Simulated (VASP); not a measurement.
# InP: input slips in a phonon run and what they do

Some phonon runs on InP get a fault in the input on purpose. Which of them show, and how? The starting structure is a measured crystal structure from the Crystallography Open Database.

Method: Kohn-Sham DFT with plane waves and PAW; LDA, in VASP 6.6.1.

## Step 1: The starting structure

The structure is cubic, space group F-43m (No. 216). Conventional cell: a = 5.869 Å, b = 5.869 Å, c = 5.869 Å, α = 90.00°, β = 90.00°, γ = 90.00°. In has 4 P at 2.54 Å nearest. P has 4 In at 2.54 Å nearest. Farther neighbours are not listed.

## Step 2: Reference modes

The cell comes from a relaxation at this level, not shown (49.51 Å³).

File INCAR:

```
SYSTEM = InP
PREC = Accurate
ENCUT = 450
EDIFF = 1E-08
NELM = 100
ISMEAR = 0
SIGMA = 0.03
LREAL = .FALSE.
ALGO = Normal
GGA = CA
NBANDS = 15
LORBIT = 11
LWAVE = .FALSE.
LCHARG = .FALSE.
KPAR = 4
IBRION = 8
LEPSILON = .TRUE.
ISIF = 2
```

File POSCAR:

```
InP
1.0
    0.0000000000      2.9143661100      2.9143661100
    2.9143661100      0.0000000000      2.9143661100
    2.9143661100      2.9143661100      0.0000000000
In P
1 1
Direct
    0.0000000000      0.0000000000      0.0000000000
    0.7500000000      0.7500000000      0.7500000000
```

File KPOINTS:

```
Automatic mesh
0
Gamma
10 10 10
0 0 0
```

PAW data sets: In_d and P (LDA family, release 64).

Launch:

```bash
$ mpirun -np 4 vasp_std
```

The log of the run:

```text
[banner, memory and clock lines left out]
running    4 mpi-ranks, on    1 nodes
 distrk:  each k-point on    1 cores,    4 groups
 distr:  one band on    1 cores,    1 groups

 POSCAR found type information on POSCAR InP
 POSCAR found :  2 types and       2 ions
 LDA part: xc-table for (Slater(with rela. corr.)+CA(PZ))
 , standard interpolation
 POSCAR, INCAR and KPOINTS ok, starting setup
 FFT: planning ... GRIDC
 FFT: planning ... GRID_SOFT
 FFT: planning ... GRID
 WAVECAR not read
 entering main loop
       N       E                     dE             d eps       ncg     rms          rms(c)
DAV:   1     0.106299204816E+03    0.10630E+03   -0.77595E+03  1410   0.122E+03
DAV:   2    -0.278134443658E+01   -0.10908E+03   -0.10431E+03  1529   0.289E+02
DAV:   3    -0.991940081854E+01   -0.71381E+01   -0.71029E+01  1865   0.773E+01
DAV:   4    -0.101084469365E+02   -0.18905E+00   -0.18899E+00  1694   0.137E+01
DAV:   5    -0.101171815033E+02   -0.87346E-02   -0.87343E-02  2190   0.252E+00    0.598E+00
DAV:   6    -0.972268386320E+01    0.39450E+00   -0.61138E-01  2244   0.136E+01    0.357E+00
DAV:   7    -0.967980862727E+01    0.42875E-01   -0.15329E-01  2004   0.332E+00    0.119E+00
DAV:   8    -0.967458199807E+01    0.52266E-02   -0.13989E-02  1913   0.145E+00    0.401E-01
DAV:   9    -0.967433694849E+01    0.24505E-03   -0.11768E-03  1921   0.420E-01    0.182E-01
DAV:  10    -0.967436708954E+01   -0.30141E-04   -0.15498E-04  2192   0.138E-01    0.115E-01
DAV:  11    -0.967437074479E+01   -0.36552E-05   -0.26501E-05  2206   0.818E-02    0.637E-02
DAV:  12    -0.967436842470E+01    0.23201E-05   -0.51414E-06  1837   0.236E-02    0.130E-02
DAV:  13    -0.967436839090E+01    0.33795E-07   -0.36239E-07  1719   0.355E-03    0.111E-02
DAV:  14    -0.967436836070E+01    0.30196E-07   -0.45547E-08  1837   0.324E-03    0.323E-03
DAV:  15    -0.967436834999E+01    0.10712E-07   -0.33840E-08  1697   0.175E-03    0.851E-04
DAV:  16    -0.967436835006E+01   -0.69576E-10   -0.13302E-09   985   0.251E-04
   1 F= -.96743684E+01 E0= -.96743684E+01  d E =-.939260E-15
 Linear response reoptimize wavefunctions to high precision
DAV:   1    -0.967436835009E+01   -0.25921E-10   -0.22282E-10  1167   0.173E-04
 Linear response G [H, r] |phi>, progress :
  Direction:   1
       N       E                     dE             d eps       ncg     rms
RMM:   1    -0.477003685831E+02   -0.47700E+02    0.35670E+02  1828   0.132E+02
RMM:   2    -0.631917665942E+02   -0.15491E+02   -0.17922E+01  2660   0.328E+01
RMM:   3    -0.634955408427E+02   -0.30377E+00   -0.22975E+00  2713   0.119E+01
RMM:   4    -0.635076809268E+02   -0.12140E-01   -0.43514E-01  2754   0.494E+00
RMM:   5    -0.635151087668E+02   -0.74278E-02   -0.12645E-01  2815   0.211E+00
RMM:   6    -0.635163424388E+02   -0.12337E-02   -0.12232E-02  2907   0.753E-01
RMM:   7    -0.635168569733E+02   -0.51453E-03   -0.27289E-03  2922   0.272E-01
RMM:   8    -0.635168531064E+02    0.38669E-05   -0.29079E-04  3066   0.113E-01
RMM:   9    -0.635168720244E+02   -0.18918E-04   -0.13327E-05  2945   0.435E-02
RMM:  10    -0.635168832297E+02   -0.11205E-04    0.33736E-06  3040   0.163E-02
RMM:  11    -0.635168755159E+02    0.77138E-05   -0.10328E-04  2731   0.709E-03
RMM:  12    -0.635168243276E+02    0.51188E-04    0.77877E-05  2482   0.366E-03
RMM:  13    -0.635168861545E+02   -0.61827E-04   -0.12839E-04  2362   0.224E-03
RMM:  14    -0.635168785150E+02    0.76395E-05    0.59244E-07  2281   0.179E-03
RMM:  15    -0.635168767868E+02    0.17282E-05   -0.17767E-05  2074   0.153E-03
RMM:  16    -0.635168765826E+02    0.20426E-06   -0.12430E-06  1855   0.149E-03
RMM:  17    -0.635168767196E+02   -0.13702E-06   -0.77655E-06  1724   0.140E-03
RMM:  18    -0.635168765400E+02    0.17958E-06    0.22433E-06  1628   0.141E-03
 Linear response G [H, r] |phi>, progress :
  Direction:   2
       N       E                     dE             d eps       ncg     rms
RMM:   1    -0.474598996866E+02   -0.47460E+02    0.32872E+02  1819   0.130E+02
RMM:   2    -0.653418712194E+02   -0.17882E+02   -0.17912E+01  2659   0.315E+01
RMM:   3    -0.655676493744E+02   -0.22578E+00   -0.20642E+00  2693   0.114E+01
RMM:   4    -0.655764758425E+02   -0.88265E-02   -0.42339E-01  2764   0.474E+00
RMM:   5    -0.655808266039E+02   -0.43508E-02   -0.10725E-01  2769   0.192E+00
RMM:   6    -0.655814323245E+02   -0.60572E-03   -0.12136E-02  2875   0.727E-01
RMM:   7    -0.655817406375E+02   -0.30831E-03   -0.19691E-03  2845   0.259E-01
RMM:   8    -0.655817736020E+02   -0.32965E-04   -0.30967E-04  3059   0.112E-01
RMM:   9    -0.655817926127E+02   -0.19011E-04   -0.54411E-05  2918   0.422E-02
RMM:  10    -0.655817937316E+02   -0.11190E-05   -0.17836E-06  3014   0.156E-02
RMM:  11    -0.655817954907E+02   -0.17590E-05   -0.46993E-06  2753   0.683E-03
RMM:  12    -0.655817953770E+02    0.11363E-06   -0.21286E-05  2480   0.325E-03
RMM:  13    -0.655817953765E+02    0.48107E-09    0.51948E-08  2347   0.204E-03
 Linear response G [H, r] |phi>, progress :
  Direction:   3
       N       E                     dE             d eps       ncg     rms
RMM:   1    -0.414476062768E+02   -0.41448E+02    0.39279E+02  1786   0.142E+02
RMM:   2    -0.491684029542E+02   -0.77208E+01   -0.94073E+00  2593   0.327E+01
RMM:   3    -0.501022024212E+02   -0.93380E+00   -0.26930E+00  2677   0.121E+01
[...]
RMM:  14    -0.191832065460E+01   -0.37552E-06   -0.59471E-07  6798   0.106E-04    0.597E-05
RMM:  15    -0.191832010775E+01    0.54685E-06   -0.15350E-07  4273   0.753E-05    0.198E-05
RMM:  16    -0.191832042423E+01   -0.31648E-06   -0.17331E-07  2949   0.615E-05    0.567E-06
 change of polarisation eV/A/(eV/A) component  2 :     0.845     3.670     0.392
 dielectric tensor                  component  2 :     3.090    14.416     1.431
 Linear response to external field, progress :
  Direction:   3
       N       E                     dE             d eps       ncg     rms          rms(c)
RMM:   1    -0.132719334633E+01   -0.13272E+01   -0.59757E+00  6431   0.606E+00
RMM:   2    -0.192132984418E+01   -0.59414E+00   -0.67014E-02  9417   0.182E+00    0.186E+00
RMM:   3    -0.187103211732E+01    0.50298E-01   -0.32307E-02  9735   0.120E+00    0.110E+00
RMM:   4    -0.190234567156E+01   -0.31314E-01   -0.35286E-02  9515   0.119E+00    0.241E-01
RMM:   5    -0.191549602959E+01   -0.13150E-01   -0.41438E-03 10016   0.418E-01    0.826E-02
RMM:   6    -0.191750912384E+01   -0.20131E-02   -0.34487E-04  9981   0.153E-01    0.581E-02
RMM:   7    -0.191825052270E+01   -0.74140E-03   -0.22196E-04  9818   0.656E-02    0.111E-02
RMM:   8    -0.191834542374E+01   -0.94901E-04   -0.41978E-05  9846   0.341E-02    0.852E-03
RMM:   9    -0.191834543231E+01   -0.85629E-08    0.12754E-05 11047   0.898E-03    0.443E-03
RMM:  10    -0.191835084448E+01   -0.54122E-05   -0.24780E-06 10479   0.288E-03    0.274E-03
RMM:  11    -0.191832583200E+01    0.25012E-04   -0.24715E-07 10115   0.141E-03    0.406E-04
RMM:  12    -0.191831893772E+01    0.68943E-05    0.63410E-08 10330   0.560E-04    0.526E-04
RMM:  13    -0.191831747002E+01    0.14677E-05    0.35670E-07  9090   0.230E-04    0.132E-04
RMM:  14    -0.191831771109E+01   -0.24107E-06   -0.46775E-07  6822   0.106E-04    0.566E-05
RMM:  15    -0.191831765041E+01    0.60674E-07    0.15980E-07  4329   0.749E-05    0.158E-05
RMM:  16    -0.191831769301E+01   -0.42593E-07   -0.36640E-07  2949   0.611E-05    0.753E-06
 change of polarisation eV/A/(eV/A) component  3 :     0.688     0.629     3.670
 dielectric tensor                  component  3 :     2.514     2.297    14.416
 Linear response DOF=           2
 Linear response progress:
  Degree of freedom:   1/  2
       N       E                     dE             d eps       ncg     rms          rms(c)
RMM:   1    -0.234449112971E+00   -0.23445E+00   -0.65713E-02  6900   0.506E+00
RMM:   2    -0.237151359682E+00   -0.27022E-02   -0.15582E-02  8706   0.110E+00    0.930E-02
RMM:   3    -0.237103501944E+00    0.47858E-04   -0.18805E-03  9542   0.340E-01    0.478E-02
RMM:   4    -0.236914211054E+00    0.18929E-03   -0.23888E-04  9735   0.119E-01    0.239E-02
RMM:   5    -0.236877224623E+00    0.36986E-04   -0.52352E-05 10043   0.427E-02    0.814E-03
RMM:   6    -0.236886937805E+00   -0.97132E-05   -0.67059E-05 10231   0.150E-02    0.233E-03
RMM:   7    -0.236899125930E+00   -0.12188E-04   -0.69388E-05 10203   0.464E-03    0.663E-04
RMM:   8    -0.236890897607E+00    0.82283E-05   -0.10190E-05 10172   0.204E-03    0.344E-04
RMM:   9    -0.236889629478E+00    0.12681E-05   -0.10948E-05 10279   0.935E-04    0.116E-04
RMM:  10    -0.236889304711E+00    0.32477E-06   -0.20618E-06 10144   0.446E-04    0.102E-04
RMM:  11    -0.236889346866E+00   -0.42155E-07   -0.26386E-06 10740   0.237E-04    0.753E-05
RMM:  12    -0.236889124463E+00    0.22240E-06   -0.48439E-07 10654   0.143E-04    0.782E-05
RMM:  13    -0.236889080356E+00    0.44107E-07   -0.10709E-07 10310   0.929E-05    0.211E-05
RMM:  14    -0.236889090592E+00   -0.10235E-07    0.80371E-08 10013   0.692E-05    0.106E-05
[...]
RMM:  20    -0.236889088565E+00    0.80762E-08    0.14984E-07  7116   0.361E-05    0.327E-07
RMM:  21    -0.236889082178E+00    0.63879E-08    0.14922E-07  7027   0.356E-05    0.293E-07
RMM:  22    -0.236889079162E+00    0.30155E-08    0.14377E-07  6576   0.353E-05    0.146E-07
RMM:  23    -0.236889064651E+00    0.14511E-07    0.14290E-07  6496   0.351E-05    0.124E-07
RMM:  24    -0.236889094888E+00   -0.30237E-07    0.14012E-07  6379   0.351E-05    0.137E-07
RMM:  25    -0.236889084851E+00    0.10037E-07    0.13949E-07  6298   0.350E-05    0.155E-07
RMM:  26    -0.236889087209E+00   -0.23576E-08    0.13840E-07  6188   0.350E-05    0.128E-07
RMM:  27    -0.236889062045E+00    0.25164E-07    0.13778E-07  6119   0.349E-05    0.900E-08
 first order change of Fermi-energy   0.18245E-04
 force on displaced ion       1 direction 1 :  -8.250   0.000   0.000
 Born effective charge ion    1 direction 1 :   2.485   0.000   0.000
 Linear response progress:
  Degree of freedom:   2/  2
       N       E                     dE             d eps       ncg     rms          rms(c)
RMM:   1    -0.502428677898E-01   -0.50243E-01    0.34516E-02 10864   0.184E+00
RMM:   2    -0.482513318341E-01    0.19915E-02   -0.30770E-04  8354   0.654E-01    0.153E-01
RMM:   3    -0.488241796086E-01   -0.57285E-03   -0.15805E-03  9478   0.278E-01    0.586E-02
RMM:   4    -0.490694205652E-01   -0.24524E-03   -0.20930E-04  9636   0.104E-01    0.180E-02
RMM:   5    -0.490992079933E-01   -0.29787E-04   -0.24831E-05 10118   0.331E-02    0.110E-02
RMM:   6    -0.490897853459E-01    0.94226E-05   -0.70028E-06  9915   0.111E-02    0.399E-03
RMM:   7    -0.490896000653E-01    0.18528E-06   -0.55802E-07 10015   0.401E-03    0.177E-03
RMM:   8    -0.490922606075E-01   -0.26605E-05    0.84540E-08 10021   0.153E-03    0.424E-04
RMM:   9    -0.490923650448E-01   -0.10444E-06    0.16143E-06 11001   0.519E-04    0.231E-04
RMM:  10    -0.490923878421E-01   -0.22797E-07    0.43391E-07 10390   0.224E-04    0.592E-05
RMM:  11    -0.490924643412E-01   -0.76499E-07   -0.14450E-07 10668   0.939E-05    0.419E-05
RMM:  12    -0.490924807975E-01   -0.16456E-07   -0.22660E-08 10535   0.431E-05    0.451E-05
RMM:  13    -0.490924617027E-01    0.19095E-07   -0.61023E-08  9630   0.261E-05    0.581E-05
RMM:  14    -0.490924481549E-01    0.13548E-07   -0.76799E-08  8869   0.188E-05    0.507E-05
RMM:  15    -0.490924710922E-01   -0.22937E-07   -0.56090E-08  9440   0.175E-05    0.101E-04
RMM:  16    -0.490924736430E-01   -0.25508E-08   -0.56690E-08 10547   0.223E-05    0.648E-05
 first order change of Fermi-energy   0.82902E-04
 force on displaced ion       2 direction 1 :  -8.218  -0.000  -0.000
 Born effective charge ion    2 direction 1 :  -2.552   0.000   0.000
 Born effective charges drift removed
 Linear response finished
```

It took 2.4 min on 4 MPI ranks of AMD EPYC 9R45, shared host; peak memory 1.4 GiB.

Lines that name or quote the potential files are left out of all logs, and their timing lines are given in words.

OUTCAR, selected parts (step 2):

```text
ion  position               nearest neighbor table
   1  0.000  0.000  0.000-   2 2.52   2 2.52   2 2.52   2 2.52
   2  0.750  0.750  0.750-   1 2.52   1 2.52   1 2.52   1 2.52

  LATTYP: Found a face centered cubic cell.
 ALAT       =     5.8287322200

 Subroutine GETGRP returns: Found 24 space group operations
 (whereof 24 operations were pure point group operations)

The static configuration has the point symmetry T_d .

 Found     47 irreducible k-points:

   k-points           NKPTS =     47   k-points in BZ     NKDIM =     47   number of bands    NBANDS=     15

   dimension x,y,z NGX =    30 NGY =   30 NGZ =   30
   dimension x,y,z NGXF=    60 NGYF=   60 NGZF=   60

   ENCUT  =  450.0 eV  33.07 Ry    5.75 a.u.   7.13  7.13  7.13*2*pi/ulx,y,z

   NELECT =      18.0000    total number of electrons

 k-points in reciprocal lattice and weights: Automatic mesh
   0.00000000  0.00000000  0.00000000       0.001
   0.10000000  0.00000000  0.00000000       0.008
   0.20000000  0.00000000  0.00000000       0.008
   0.30000000  0.00000000  0.00000000       0.008
   0.40000000  0.00000000  0.00000000       0.008
   0.50000000  0.00000000  0.00000000       0.004
   0.10000000  0.10000000  0.00000000       0.006
   0.20000000  0.10000000  0.00000000       0.024
   0.30000000  0.10000000  0.00000000       0.024
[...]
-0.30000000  0.40000000  0.20000000       0.024
  -0.30000000  0.50000000  0.20000000       0.012

 average (electrostatic) potential at core
       1 -95.0720       2 -83.8433

  Total       -0.0002221     -0.0002221     -0.0002221      0.0000000      0.0000000      0.0000000
  in kB       -0.0071863     -0.0071863     -0.0071863      0.0000000      0.0000000      0.0000000
  external PRESSURE =      -0.0071863 kB  Pullay stress =       0.0000000 kB

  energy-cutoff  :      450.00
  volume of cell :       49.51
      direct lattice vectors                 reciprocal lattice vectors
     0.000000000  2.914366110  2.914366110    -0.171563895  0.171563895  0.171563895
     2.914366110  0.000000000  2.914366110     0.171563895 -0.171563895  0.171563895
     2.914366110  2.914366110  0.000000000     0.171563895  0.171563895 -0.171563895

 POSITION                                       TOTAL-FORCE (eV/Angst)
 -----------------------------------------------------------------------------------
      0.00000      0.00000      0.00000        -0.000000     -0.000000     -0.000000
      4.37155      4.37155      4.37155         0.000000      0.000000      0.000000
 -----------------------------------------------------------------------------------
    total drift:                                0.000000      0.000000      0.000000

 MACROSCOPIC STATIC DIELECTRIC TENSOR (including local field effects in DFT)
 ------------------------------------------------------
          14.415573    -0.000000    -0.000000
           0.000000    14.415573     0.000000
           0.000000    -0.000000    14.415573
 ------------------------------------------------------

 PIEZOELECTRIC TENSOR (including local field effects)  for field in x, y, z        (C/m^2)
          XX          YY          ZZ          XY          YZ          ZX
  --------------------------------------------------------------------------------
  x    -0.00000     0.00000     0.00000     0.00000     0.83038     0.00000
  y     0.00000     0.00000     0.00000     0.00000     0.00000     0.83038
  z     0.00000     0.00000     0.00000     0.83038     0.00000     0.00000

 BORN EFFECTIVE CHARGES (including local field effects) (in |e|, cummulative output)
 ---------------------------------------------------------------------------------
 ion    1
    1     2.52103     0.00000     0.00000
    2     0.00000     2.52103     0.00000
    3     0.00000     0.00000     2.52103
 ion    2
    1    -2.52103     0.00000     0.00000
    2     0.00000    -2.52103     0.00000
    3     0.00000     0.00000    -2.52103

 Eigenvectors and eigenvalues of the dynamical matrix
 ----------------------------------------------------

   1 f  =    9.077696 THz    57.036847 2PiTHz  302.799352 cm-1    37.542318 meV
             X         Y         Z           dx          dy          dz
      0.000000  0.000000  0.000000    -0.461636    0.000000    0.000000
      4.371549  4.371549  4.371549     0.887070    0.000000    0.000000

   2 f  =    9.077696 THz    57.036847 2PiTHz  302.799352 cm-1    37.542318 meV
             X         Y         Z           dx          dy          dz
      0.000000  0.000000  0.000000     0.000000    0.461636    0.000000
      4.371549  4.371549  4.371549     0.000000   -0.887070    0.000000

   3 f  =    9.077696 THz    57.036847 2PiTHz  302.799352 cm-1    37.542318 meV
             X         Y         Z           dx          dy          dz
      0.000000  0.000000  0.000000     0.000000    0.000000   -0.461636
      4.371549  4.371549  4.371549     0.000000    0.000000    0.887070

   4 f/i=    0.007285 THz     0.045774 2PiTHz    0.243006 cm-1     0.030129 meV
             X         Y         Z           dx          dy          dz
      0.000000  0.000000  0.000000     0.000000   -0.887070    0.000000
      4.371549  4.371549  4.371549     0.000000   -0.461636    0.000000

   5 f/i=    0.007285 THz     0.045774 2PiTHz    0.243006 cm-1     0.030129 meV
             X         Y         Z           dx          dy          dz
      0.000000  0.000000  0.000000     0.000000    0.000000    0.887070
      4.371549  4.371549  4.371549     0.000000    0.000000    0.461636

   6 f/i=    0.007285 THz     0.045774 2PiTHz    0.243006 cm-1     0.030129 meV
             X         Y         Z           dx          dy          dz
      0.000000  0.000000  0.000000    -0.887070    0.000000    0.000000
      4.371549  4.371549  4.371549    -0.461636    0.000000    0.000000

 MACROSCOPIC STATIC DIELECTRIC TENSOR IONIC CONTRIBUTION
 ------------------------------------------------------
           2.821269     0.000000     0.000000
           0.000000     2.821269     0.000000
           0.000000     0.000000     2.821269
 ------------------------------------------------------

 ELASTIC MODULI CONTR FROM IONIC RELAXATION (kBar)
 Direction    XX          YY          ZZ          XY          YZ          ZX
 --------------------------------------------------------------------------------
 XX          -0.0000      0.0000      0.0000     -0.0000      0.0000      0.0000
 YY           0.0000     -0.0000      0.0000     -0.0000     -0.0000     -0.0000
 ZZ           0.0000      0.0000     -0.0000      0.0000     -0.0000      0.0000
 XY          -0.0000     -0.0000      0.0000   -248.7938      0.0000      0.0000
 YZ           0.0000     -0.0000     -0.0000      0.0000   -248.7938      0.0000
 ZX           0.0000     -0.0000      0.0000      0.0000      0.0000   -248.7938
 --------------------------------------------------------------------------------

 PIEZOELECTRIC TENSOR IONIC CONTR  for field in x, y, z        (C/m^2)
          XX          YY          ZZ          XY          YZ          ZX
  --------------------------------------------------------------------------------
  x     0.00000    -0.00000    -0.00000     0.00000    -0.78834     0.00000
  y     0.00000    -0.00000     0.00000     0.00000     0.00000    -0.78834
  z    -0.00000    -0.00000     0.00000    -0.78834     0.00000     0.00000
```

Energies printed during the response cycles are not total energies of the cell.

Reference: the zone-centre mode is T2 302.8 cm⁻¹.

(Part 1 of 2 ends here.)

[Lines on the potential files, build, host, timing and source positions are cut from VASP's logs without a mark.]

[Logs are printed without paths, hosts, clocks, repeated set-up lines and the standing remarks that a program may print on its own settings, such as how far it seeks lower states.]

[Hosts, paths, dates, database ids (printed as entryN), source tags and the programs' standing remarks are cut or masked in the printed files.]
